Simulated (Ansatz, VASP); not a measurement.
# ZnS: VASP beside Ansatz

Aim: how closely do two programs agree when they are given the same cell, functional and k mesh? The cell is taken from a series of runs on this material, whose earlier steps may have relaxed, scaled, displaced or heated it; both programs get it as it stands.

Method: plane waves, with VASP 6.6.1 beside it; zone-centre phonons at LDA, in Ansatz 0.2.0.

### Step 1. The structure

The structure is tetragonal, space group I-4m2 (No. 119). Conventional cell: a = 3.759 Å, b = 3.759 Å, c = 5.244 Å, α = 90.00°, β = 90.00°, γ = 90.00°. Nearest to S lie 4 Zn at 2.29 Å. Nearest to Zn lie 4 S at 2.29 Å. Farther neighbours and most contacts between anions are not listed.

### Step 2. VASP: zone-centre phonons, LDA

Second derivatives magnify differences that forces hide, and they need a tight electronic threshold.

Lines of VASP's logs that name or quote its potential files are left out, and so is its time.

Contents of INCAR:

```
SYSTEM = ZnS
PREC = Accurate
ENCUT = 500
EDIFF = 1E-08
NELM = 120
ISMEAR = 0
SIGMA = 0.01
LREAL = .FALSE.
ALGO = Normal
GGA = CA
NBANDS = 15
LORBIT = 11
LWAVE = .FALSE.
LCHARG = .FALSE.
ISIF = 2
IBRION = 8
LEPSILON = .TRUE.
LASPH = .TRUE.
GGA_COMPAT = .FALSE.
EFERMI = MIDGAP
KPAR = 2
```

Contents of POSCAR:

```
ZnS
1.0
    0.0000000000      2.6583435248      2.6218741960
    2.6583435248      0.0000000000      2.6218741960
    2.6583435248      2.6583435248      0.0000000000
S Zn
1 1
Direct
    0.0000000000      0.0000000000      0.0000000000
    0.7500000000      0.7500000000      0.7500000000
```

Contents of KPOINTS:

```
Automatic mesh
0
Gamma
12 12 12
0 0 0
```

PAW data sets: S and Zn (LDA family, release 64).

The run is started by

```
$ mpirun -np 2 vasp_std
```

Numbers of over 12 decimals in the logs are rounded to 6 here.

What it wrote:

```text
[banner, memory and clock lines left out]
running    2 mpi-ranks, on    1 nodes
 distrk:  each k-point on    1 cores,    2 groups
 distr:  one band on    1 cores,    1 groups

 POSCAR found type information on POSCAR S Zn
 POSCAR found :  2 types and       2 ions
 LDA part: xc-table for (Slater(with rela. corr.)+CA(PZ))
 , standard interpolation
 POSCAR, INCAR and KPOINTS ok, starting setup
 FFT: planning ... GRIDC
 FFT: planning ... GRID_SOFT
 FFT: planning ... GRID
 WAVECAR not read
 entering main loop
       N       E                     dE             d eps       ncg     rms          rms(c)
DAV:   1     0.800620790861E+02    0.80062E+02   -0.84585E+03  4890   0.141E+03
DAV:   2    -0.343494311672E+01   -0.83497E+02   -0.78425E+02  5506   0.265E+02
DAV:   3    -0.859249521032E+01   -0.51576E+01   -0.51313E+01  6108   0.632E+01
DAV:   4    -0.864525161295E+01   -0.52756E-01   -0.52740E-01  5779   0.668E+00
DAV:   5    -0.864584115794E+01   -0.58954E-03   -0.58953E-03  6241   0.687E-01    0.770E+00
DAV:   6    -0.824324783292E+01    0.40259E+00   -0.80838E-01  7358   0.339E+01    0.589E+00
DAV:   7    -0.821359562552E+01    0.29652E-01   -0.25504E-01  5933   0.543E+00    0.281E+00
DAV:   8    -0.820744778439E+01    0.61478E-02   -0.58120E-03  7492   0.135E+00    0.645E-01
DAV:   9    -0.820688736856E+01    0.56042E-03   -0.12422E-03  5597   0.271E-01    0.802E-02
DAV:  10    -0.820690251725E+01   -0.15149E-04   -0.87960E-05  6199   0.903E-02    0.248E-02
DAV:  11    -0.820689945720E+01    0.30600E-05   -0.10854E-05  7622   0.729E-02    0.457E-03
DAV:  12    -0.820689957129E+01   -0.11409E-06   -0.12644E-06  5870   0.133E-02    0.199E-03
DAV:  13    -0.820689957822E+01   -0.69238E-08   -0.61073E-08  6367   0.248E-03
   1 F= -.82068996E+01 E0= -.82068996E+01  d E =0.000000E+00
 Linear response reoptimize wavefunctions to high precision
DAV:   1    -0.820689957890E+01   -0.67894E-09   -0.17629E-09  4454   0.115E-03
DAV:   2    -0.820689957897E+01   -0.68212E-10   -0.62758E-10  3579   0.210E-04
 Linear response G [H, r] |phi>, progress :
  Direction:   1
       N       E                     dE             d eps       ncg     rms
RMM:   1    -0.476008769477E+02   -0.47601E+02    0.15818E+02  8311   0.738E+01
RMM:   2    -0.491966808015E+02   -0.15958E+01   -0.10393E+01  8387   0.267E+01
RMM:   3    -0.493882476263E+02   -0.19157E+00   -0.82124E-01  9153   0.661E+00
RMM:   4    -0.493919717859E+02   -0.37242E-02   -0.35393E-02  9365   0.136E+00
RMM:   5    -0.493916092471E+02    0.36254E-03   -0.21124E-03  9599   0.319E-01
RMM:   6    -0.493916912755E+02   -0.82028E-04   -0.44544E-04  9610   0.852E-02
RMM:   7    -0.493916688768E+02    0.22399E-04   -0.37638E-05  9761   0.253E-02
RMM:   8    -0.493916721691E+02   -0.32924E-05   -0.40119E-05  9830   0.875E-03
RMM:   9    -0.493916697324E+02    0.24368E-05   -0.15498E-05  9032   0.318E-03
RMM:  10    -0.493916694055E+02    0.32693E-06   -0.29106E-06  7464   0.155E-03
RMM:  11    -0.493916686702E+02    0.73531E-06   -0.32631E-07  6515   0.881E-04
RMM:  12    -0.493916687163E+02   -0.46103E-07    0.14359E-05  5795   0.693E-04
RMM:  13    -0.493916686031E+02    0.11321E-06    0.61515E-06  5289   0.604E-04
RMM:  14    -0.493916686540E+02   -0.50908E-07    0.21354E-05  4923   0.581E-04
RMM:  15    -0.493916684248E+02    0.22916E-06   -0.50372E-06  4613   0.566E-04
RMM:  16    -0.493916685680E+02   -0.14316E-06    0.30549E-05  4370   0.566E-04
 Linear response G [H, r] |phi>, progress :
  Direction:   2
       N       E                     dE             d eps       ncg     rms
RMM:   1    -0.449938468027E+02   -0.44994E+02    0.17404E+02  8227   0.745E+01
RMM:   2    -0.469132089469E+02   -0.19194E+01   -0.90780E+00  8361   0.256E+01
RMM:   3    -0.470967976384E+02   -0.18359E+00   -0.69922E-01  9083   0.611E+00
RMM:   4    -0.471001671321E+02   -0.33695E-02   -0.25432E-02  9379   0.129E+00
RMM:   5    -0.471004609704E+02   -0.29384E-03   -0.20312E-03  9543   0.311E-01
RMM:   6    -0.471005701900E+02   -0.10922E-03   -0.39374E-04  9604   0.853E-02
RMM:   7    -0.471005502243E+02    0.19966E-04   -0.91960E-06  9721   0.250E-02
RMM:   8    -0.471005561652E+02   -0.59409E-05   -0.36910E-05  9803   0.850E-03
RMM:   9    -0.471005530026E+02    0.31625E-05    0.22304E-06  8863   0.302E-03
RMM:  10    -0.471005530378E+02   -0.35162E-07   -0.68413E-06  7377   0.141E-03
RMM:  11    -0.471005528534E+02    0.18438E-06    0.19264E-05  6495   0.776E-04
RMM:  12    -0.471005529098E+02   -0.56378E-07    0.12776E-06  5731   0.586E-04
RMM:  13    -0.471005527531E+02    0.15670E-06    0.10785E-05  5296   0.511E-04
RMM:  14    -0.471005528051E+02   -0.51983E-07    0.53046E-06  4881   0.485E-04
RMM:  15    -0.471005527534E+02    0.51677E-07    0.20351E-05  4564   0.471E-04
RMM:  16    -0.471005529345E+02   -0.18107E-06    0.43332E-06  4312   0.469E-04
 Linear response G [H, r] |phi>, progress :
  Direction:   3
       N       E                     dE             d eps       ncg     rms
[...]
dielectric tensor                  component  3 :     1.883    -1.258     6.582
 Linear response to external field, progress :
  Direction:   1
       N       E                     dE             d eps       ncg     rms          rms(c)
RMM:   1    -0.550836578025E+00   -0.55084E+00   -0.20986E+00 18552   0.383E+00
[...]
RMM:   4    -0.541217146593E+00   -0.54818E-02   -0.17006E-02 14988   0.710E-01    0.183E-01
RMM:   5    -0.547783377251E+00   -0.65662E-02   -0.89501E-04 15081   0.187E-01    0.395E-02
RMM:   6    -0.548504298382E+00   -0.72092E-03   -0.11744E-04 15014   0.666E-02    0.237E-02
RMM:   7    -0.548766776550E+00   -0.26248E-03   -0.11548E-05 15140   0.201E-02    0.163E-03
RMM:   8    -0.548778285489E+00   -0.11509E-04   -0.62235E-07 15760   0.427E-03    0.759E-04
RMM:   9    -0.548776586814E+00    0.16987E-05   -0.13356E-07 15923   0.135E-03    0.390E-04
RMM:  10    -0.548780897555E+00   -0.43107E-05   -0.25357E-08 14976   0.399E-04    0.166E-04
RMM:  11    -0.548779751562E+00    0.11460E-05   -0.46725E-09 13708   0.180E-04    0.156E-05
RMM:  12    -0.548779726923E+00    0.24640E-07   -0.52312E-09  9298   0.721E-05    0.208E-06
 change of polarisation eV/A/(eV/A) component  3 :     0.323     0.035     1.042
 dielectric tensor                  component  3 :     1.578     0.172     6.090
 Linear response DOF=           4
 Linear response progress:
  Degree of freedom:   1/  4
       N       E                     dE             d eps       ncg     rms          rms(c)
RMM:   1    -0.105475975459E+00   -0.10548E+00    0.51400E-02 35830   0.231E+00
RMM:   2    -0.103013416693E+00    0.24626E-02   -0.50369E-03 22840   0.687E-01    0.176E-01
RMM:   3    -0.103403789708E+00   -0.39037E-03   -0.34909E-04 24931   0.152E-01    0.877E-02
RMM:   4    -0.103801499940E+00   -0.39771E-03   -0.56939E-05 25225   0.545E-02    0.169E-02
RMM:   5    -0.103813587236E+00   -0.12087E-04   -0.35374E-06 26306   0.135E-02    0.947E-03
RMM:   6    -0.103798342389E+00    0.15245E-04   -0.17101E-07 25921   0.403E-03    0.469E-03
RMM:   7    -0.103801352472E+00   -0.30101E-05   -0.40797E-08 25614   0.133E-03    0.680E-04
RMM:   8    -0.103801677699E+00   -0.32523E-06    0.29340E-08 27369   0.304E-04    0.129E-04
RMM:   9    -0.103801153535E+00    0.52416E-06    0.26263E-08 27032   0.102E-04    0.421E-05
RMM:  10    -0.103801315141E+00   -0.16161E-06    0.29100E-08 26927   0.453E-05    0.777E-06
RMM:  11    -0.103801327457E+00   -0.12317E-07    0.32570E-08 26859   0.233E-05    0.568E-06
RMM:  12    -0.103801313843E+00    0.13614E-07    0.41792E-08 23113   0.131E-05    0.457E-07
RMM:  13    -0.103801316266E+00   -0.24232E-08    0.36117E-08 16485   0.101E-05    0.153E-07
 first order change of Fermi-energy   0.11104E-03
 force on displaced ion       1 direction 1 :  -6.856  -0.000  -0.000
 Born effective charge ion    1 direction 1 :  -1.919   0.000   0.000
 Linear response progress:
  Degree of freedom:   2/  4
       N       E                     dE             d eps       ncg     rms          rms(c)
RMM:   1    -0.105138867165E+00   -0.10514E+00    0.52091E-02 20807   0.230E+00
RMM:   2    -0.102911871604E+00    0.22270E-02   -0.49128E-03 13571   0.676E-01    0.173E-01
RMM:   3    -0.103297922117E+00   -0.38605E-03   -0.33908E-04 14637   0.149E-01    0.867E-02
RMM:   4    -0.103689009639E+00   -0.39109E-03   -0.50837E-05 14806   0.532E-02    0.167E-02
RMM:   5    -0.103702979967E+00   -0.13970E-04   -0.33612E-06 15353   0.130E-02    0.936E-03
RMM:   6    -0.103687968451E+00    0.15012E-04   -0.31023E-07 15098   0.386E-03    0.457E-03
RMM:   7    -0.103690638958E+00   -0.26705E-05   -0.66344E-08 14979   0.128E-03    0.630E-04
RMM:   8    -0.103691036892E+00   -0.39793E-06   -0.27263E-09 15999   0.290E-04    0.115E-04
RMM:   9    -0.103690549737E+00    0.48716E-06    0.57527E-10 15763   0.960E-05    0.407E-05
RMM:  10    -0.103690705958E+00   -0.15622E-06   -0.67146E-10 15582   0.438E-05    0.611E-06
RMM:  11    -0.103690718159E+00   -0.12201E-07    0.25946E-09 15793   0.233E-05    0.542E-06
RMM:  12    -0.103690704789E+00    0.13370E-07    0.18088E-10 13470   0.137E-05    0.308E-07
RMM:  13    -0.103690707086E+00   -0.22969E-08   -0.21303E-09  9384   0.110E-05    0.116E-07
 first order change of Fermi-energy   0.85305E-03
 force on displaced ion       1 direction 3 :  -0.000  -0.000  -6.757
 Born effective charge ion    1 direction 3 :   0.000   0.000  -1.884
 Linear response progress:
  Degree of freedom:   3/  4
       N       E                     dE             d eps       ncg     rms          rms(c)
RMM:   1    -0.212570839943E+00   -0.21257E+00    0.13974E-03 20194   0.217E+00
RMM:   2    -0.210523257603E+00    0.20476E-02   -0.30190E-03 22855   0.476E-01    0.125E-01
RMM:   3    -0.210318714789E+00    0.20454E-03   -0.70266E-05 27150   0.695E-02    0.729E-02
RMM:   4    -0.210057138012E+00    0.26158E-03   -0.13551E-05 26853   0.268E-02    0.420E-03
RMM:   5    -0.210056226424E+00    0.91159E-06   -0.25571E-07 28116   0.466E-03    0.144E-03
RMM:   6    -0.210060873642E+00   -0.46472E-05   -0.39410E-08 27919   0.146E-03    0.278E-04
RMM:   7    -0.210061341499E+00   -0.46786E-06   -0.16029E-08 28295   0.373E-04    0.126E-04
RMM:   8    -0.210061349828E+00   -0.83292E-08   -0.69387E-09 27209   0.163E-04    0.327E-05
 first order change of Fermi-energy  -0.95095E-05
 force on displaced ion       2 direction 1 :  -6.916  -0.000  -0.000
 Born effective charge ion    2 direction 1 :   1.919   0.000   0.000
 Linear response progress:
  Degree of freedom:   4/  4
       N       E                     dE             d eps       ncg     rms          rms(c)
RMM:   1    -0.212336535840E+00   -0.21234E+00    0.30675E-03 11896   0.217E+00
RMM:   2    -0.210441868552E+00    0.18947E-02   -0.29083E-03 13416   0.466E-01    0.123E-01
RMM:   3    -0.210234917013E+00    0.20695E-03   -0.68443E-05 15866   0.682E-02    0.719E-02
RMM:   4    -0.209971522193E+00    0.26339E-03   -0.13209E-05 15651   0.271E-02    0.395E-03
RMM:   5    -0.209971671992E+00   -0.14980E-06   -0.32681E-07 16514   0.469E-03    0.146E-03
RMM:   6    -0.209976553155E+00   -0.48812E-05   -0.42159E-08 16246   0.146E-03    0.276E-04
RMM:   7    -0.209977058830E+00   -0.50567E-06   -0.77858E-09 16606   0.369E-04    0.120E-04
RMM:   8    -0.209976955521E+00    0.10331E-06   -0.28049E-09 15737   0.156E-04    0.300E-05
RMM:   9    -0.209976785848E+00    0.16967E-06   -0.18333E-10 16632   0.569E-05    0.126E-05
RMM:  10    -0.209976745014E+00    0.40834E-07   -0.14756E-10 16877   0.257E-05    0.120E-06
RMM:  11    -0.209976750186E+00   -0.51723E-08   -0.23316E-10 14326   0.147E-05    0.473E-07
 first order change of Fermi-energy  -0.91935E-04
 force on displaced ion       2 direction 3 :  -0.000  -0.000  -6.780
 Born effective charge ion    2 direction 3 :   0.000   0.000   1.883
 Born effective charges drift removed
 Linear response finished
```

From OUTCAR (step 2):

```text
ion  position               nearest neighbor table
   1  0.000  0.000  0.000-   2 2.29   2 2.29   2 2.29   2 2.29
   2  0.750  0.750  0.750-   1 2.29   1 2.29   1 2.29   1 2.29

  LATTYP: Found a body centered tetragonal cell.
 ALAT       =     3.7594654662
 C/A-ratio  =     1.3948122251

 Subroutine GETGRP returns: Found  8 space group operations
 (whereof  8 operations were pure point group operations)

The static configuration has the point symmetry D_2d.

 Found    163 irreducible k-points:

   k-points           NKPTS =    163   k-points in BZ     NKDIM =    163   number of bands    NBANDS=     15

   dimension x,y,z NGX =    28 NGY =   28 NGZ =   28
   dimension x,y,z NGXF=    56 NGYF=   56 NGZF=   56

   ENCUT  =  500.0 eV  36.75 Ry    6.06 a.u.   6.81  6.81  6.85*2*pi/ulx,y,z

   NELECT =      18.0000    total number of electrons

 k-points in reciprocal lattice and weights: Automatic mesh
   0.00000000  0.00000000  0.00000000       0.001
   0.08333333  0.00000000  0.00000000       0.005
   0.16666667  0.00000000  0.00000000       0.005
   0.25000000  0.00000000  0.00000000       0.005
   0.33333333  0.00000000  0.00000000       0.005
   0.41666667 -0.00000000  0.00000000       0.005
   0.50000000  0.00000000  0.00000000       0.002
   0.08333333  0.08333333  0.00000000       0.001
   0.16666667  0.08333333  0.00000000       0.005
[...]
-0.33333333  0.16666667  0.50000000       0.002
  -0.25000000  0.25000000  0.50000000       0.001

 average (electrostatic) potential at core
       1 -88.7367       2 -37.0288

  Total        0.0616559      0.0616559      0.2018822      0.0000000     -0.0000000     -0.0000000
  in kB        2.6657606      2.6657606      8.7285977      0.0000000     -0.0000000     -0.0000000
  external PRESSURE =       4.6867063 kB  Pullay stress =       0.0000000 kB

  energy-cutoff  :      500.00
  volume of cell :       37.06
      direct lattice vectors                 reciprocal lattice vectors
     0.000000000  2.658343525  2.621874196    -0.188087053  0.188087053  0.190703277
     2.658343525  0.000000000  2.621874196     0.188087053 -0.188087053  0.190703277
     2.658343525  2.658343525  0.000000000     0.188087053  0.188087053 -0.190703277

 POSITION                                       TOTAL-FORCE (eV/Angst)
 -----------------------------------------------------------------------------------
      0.00000      0.00000      0.00000        -0.000000     -0.000000      0.000000
      3.98752      3.98752      3.93281         0.000000      0.000000     -0.000000
 -----------------------------------------------------------------------------------
    total drift:                                0.000001      0.000001      0.000001

 MACROSCOPIC STATIC DIELECTRIC TENSOR (including local field effects in DFT)
 ------------------------------------------------------
           6.146274     0.000000     0.000000
           0.000000     6.146274     0.000000
          -0.000000    -0.000000     6.090271
 ------------------------------------------------------

 PIEZOELECTRIC TENSOR (including local field effects)  for field in x, y, z        (C/m^2)
          XX          YY          ZZ          XY          YZ          ZX
  --------------------------------------------------------------------------------
  x    -0.00000    -0.00000     0.00000     0.00000    -0.65235     0.00000
  y    -0.00000    -0.00000     0.00000     0.00000     0.00000    -0.65235
  z     0.00000     0.00000     0.00000    -0.67107     0.00000     0.00000

 BORN EFFECTIVE CHARGES (including local field effects) (in |e|, cummulative output)
 ---------------------------------------------------------------------------------
 ion    1
    1    -1.91873     0.00000     0.00000
    2     0.00000    -1.91873     0.00000
    3     0.00000     0.00000    -1.88383
 ion    2
    1     1.91873     0.00000     0.00000
    2     0.00000     1.91873     0.00000
    3     0.00000     0.00000     1.88383

 Eigenvectors and eigenvalues of the dynamical matrix
 ----------------------------------------------------

   1 f  =    8.837887 THz    55.530082 2PiTHz  294.800177 cm-1    36.550547 meV
             X         Y         Z           dx          dy          dz
      0.000000  0.000000  0.000000    -0.817959    0.000000    0.000000
      3.987515  3.987515  3.932811     0.575277    0.000000    0.000000

   2 f  =    8.837887 THz    55.530082 2PiTHz  294.800177 cm-1    36.550547 meV
             X         Y         Z           dx          dy          dz
      0.000000  0.000000  0.000000     0.000000    0.817959    0.000000
      3.987515  3.987515  3.932811     0.000000   -0.575277    0.000000

   3 f  =    8.766043 THz    55.078670 2PiTHz  292.403706 cm-1    36.253423 meV
             X         Y         Z           dx          dy          dz
      0.000000  0.000000  0.000000     0.000000    0.000000    0.818660
      3.987515  3.987515  3.932811     0.000000    0.000000   -0.574278

   4 f/i=    0.007132 THz     0.044813 2PiTHz    0.237907 cm-1     0.029497 meV
             X         Y         Z           dx          dy          dz
      0.000000  0.000000  0.000000     0.000000    0.000000   -0.574278
      3.987515  3.987515  3.932811     0.000000    0.000000   -0.818660

   5 f/i=    0.017976 THz     0.112946 2PiTHz    0.599610 cm-1     0.074342 meV
             X         Y         Z           dx          dy          dz
      0.000000  0.000000  0.000000    -0.575277    0.000000    0.000000
      3.987515  3.987515  3.932811    -0.817959    0.000000    0.000000

   6 f/i=    0.017976 THz     0.112946 2PiTHz    0.599610 cm-1     0.074342 meV
             X         Y         Z           dx          dy          dz
      0.000000  0.000000  0.000000     0.000000   -0.575277    0.000000
      3.987515  3.987515  3.932811     0.000000   -0.817959    0.000000

 MACROSCOPIC STATIC DIELECTRIC TENSOR IONIC CONTRIBUTION
 ------------------------------------------------------
           2.610617    -0.000000     0.000000
          -0.000000     2.610617     0.000000
           0.000000     0.000000     2.560213
 ------------------------------------------------------

 ELASTIC MODULI CONTR FROM IONIC RELAXATION (kBar)
 Direction    XX          YY          ZZ          XY          YZ          ZX
 --------------------------------------------------------------------------------
 XX           0.0000      0.0000      0.0000      0.0000      0.0000      0.0000
 YY           0.0000      0.0000      0.0000      0.0000      0.0000      0.0000
 ZZ           0.0000      0.0000      0.0000      0.0000      0.0000      0.0000
 XY           0.0000      0.0000      0.0000   -285.5784      0.0000      0.0000
 YZ           0.0000      0.0000      0.0000      0.0000   -289.9754      0.0000
 ZX           0.0000      0.0000      0.0000      0.0000      0.0000   -272.3366
 --------------------------------------------------------------------------------

 PIEZOELECTRIC TENSOR IONIC CONTR  for field in x, y, z        (C/m^2)
          XX          YY          ZZ          XY          YZ          ZX
  --------------------------------------------------------------------------------
  x     0.00000     0.00000     0.00000     0.00000     0.81870    -0.00000
  y     0.00000     0.00000     0.00000     0.00000    -0.00000     0.79341
  z     0.00000     0.00000     0.00000     0.80459     0.00000     0.00000
```

The dielectric response converges more slowly with the mesh than energies do, so tensor and charges may still move on a finer one.

(Continued in part 2 of 2.)

[Lines on the potential files, build, host, timing and source positions are cut from VASP's logs without a mark.]

[Logs are printed without paths, hosts, clocks, repeated set-up lines and the standing remarks that a program may print on its own settings, such as how far it seeks lower states.]

[Hosts, paths, dates, database ids (printed as entryN), source tags and the programs' standing remarks are cut or masked in the printed files.]
